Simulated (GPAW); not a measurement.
## ZnSe (Stilleite): band structure with PBE

**The experiment to reproduce.**

From “Alloy Disordering Effects on the Thermal Conductivity and Energy Gap Temperature Dependence of Cd1−xZnxSe Ternary Crystals Grown by the Bridgman Method”, 2023, pmc:10253836, for a bulk crystal of ZnSe at 300 K: band gap 2.695 ± 0.003 eV (an exciton energy, a little under the gap).

Crystal: ZnSe (Stilleite).

```
Se Zn
1.0
     4.00760    0.00000    0.00000
     2.00380    3.47068    0.00000
     2.00380    1.15689    3.27219
Se Zn
1 1
Direct
  0.75000 0.75000 0.75000
  0.00000 0.00000 0.00000
```

```json
{
  "Program": "GPAW 26.7.0",
  "Task": "band structure",
  "Functional": "PBE",
  "Potentials or basis": "JTH PAW 2.0, PBE",
  "Cutoff": "600 eV",
  "Basis": "pw",
  "k mesh": "7 × 7 × 7",
  "Occupations": "fermi-dirac, width 0.05 eV",
  "Spin": "no spin polarisation",
  "Maxiter": "150",
  "Band path": "GXWKGLUWLK,UX",
  "Band points": "80",
  "Data set": "Se jth, Zn jth"
}
```

```yaml
Pressure: 3.0 GPa
Band_gap_on_the_k_mesh: 1.30 eV, direct
Band_gap_along_the_path: 1.30 eV, direct
```

Levels at the corners of the path, in eV from the valence-band top:
| point | band 6 | band 7 | band 8 | band 9 | band 10 | band 11 | band 12 | band 13 |
| --- | --- | --- | --- | --- | --- | --- | --- | --- |
| Γ | -6.17 | 0.00 | 0.00 | 0.00 | 1.30 | 5.81 | 5.81 | 5.81 |
| X | -5.98 | -4.75 | -2.19 | -2.19 | 3.00 | 3.46 | 10.75 | 11.28 |
| W | -5.86 | -4.69 | -2.76 | -2.66 | 5.50 | 5.55 | 6.99 | 7.74 |
| K | -5.90 | -4.72 | -3.08 | -1.79 | 3.59 | 5.61 | 9.08 | 9.29 |
| Γ | -6.17 | 0.00 | 0.00 | 0.00 | 1.30 | 5.81 | 5.81 | 5.81 |
| L | -6.00 | -5.22 | -0.87 | -0.87 | 2.55 | 6.39 | 6.39 | 8.61 |
| U | -5.90 | -4.72 | -3.08 | -1.79 | 3.59 | 5.61 | 9.08 | 9.29 |
| W | -5.86 | -4.69 | -2.76 | -2.66 | 5.50 | 5.55 | 6.99 | 7.74 |
| L | -6.00 | -5.22 | -0.87 | -0.87 | 2.55 | 6.39 | 6.39 | 8.61 |
| K | -5.90 | -4.72 | -3.08 | -1.79 | 3.59 | 5.61 | 9.08 | 9.29 |
| U | -5.90 | -4.72 | -3.08 | -1.79 | 3.59 | 5.61 | 9.08 | 9.29 |
| X | -5.98 | -4.75 | -2.19 | -2.19 | 3.00 | 3.46 | 10.75 | 11.28 |

Run time: 28 s on 1 thread of Intel(R) Xeon(R) 6975P-C (Granite Rapids) (shared host), peak memory 0.25 GiB.

Against the measured gap of ZnSe, 2.695 eV (an exciton energy, a little under the gap; 300 K; “Alloy Disordering Effects on the Thermal Conductivity and Energy Gap Temperature Dependence of Cd1−xZnxSe Ternary Crystals Grown by the Bridgman Method”, 2023, pmc:10253836), the calculated 1.30 eV is off by -1.39 eV. So large a miss can be the level of theory's own, or it may mean another phase, state or a wrong row. Spin-orbit coupling on Se is left out. The value is that of PBE, without temperature or zero-point motion. Semilocal functionals fall short of measured gaps as a rule.

Caveat: the program truncates these outside data sets.
